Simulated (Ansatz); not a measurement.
The system is ZnSe (Stilleite).

```xyz
2
Lattice="0.0000 2.8338 2.8338 2.8338 0.0000 2.8338 2.8338 2.8338 0.0000" Properties=species:S:1:pos:R:3 pbc="T T T"
Se    4.2507    4.2507    4.2507
Zn    0.0000    0.0000    0.0000
```

Base run:

```yaml
Program: Ansatz 0.2.0
Functional: LDA
Potentials_or_basis: Ansatz PAW
Cutoff: "420 eV (not typed: the program's choice for these potentials)"
k_mesh: 8 × 8 × 8
Occupations: fermi-dirac, width 0.05 eV
Spin: no spin polarisation
```

Its results: band gap on the k mesh 1.03 eV, direct; pressure -3.4 GPa.

The run is repeated on the same cell with these changes: functional from LDA to PBE. What comes out?

Band gap on the k mesh 1.29 eV, direct; pressure 2.1 GPa.

PBE binds less tightly than LDA, so the same cell stands under more pressure.

Caveats: the PAW data sets come from PBE, with cores solved anew for the run's functional, which leaves a small shift of forces and pressure (some runs).
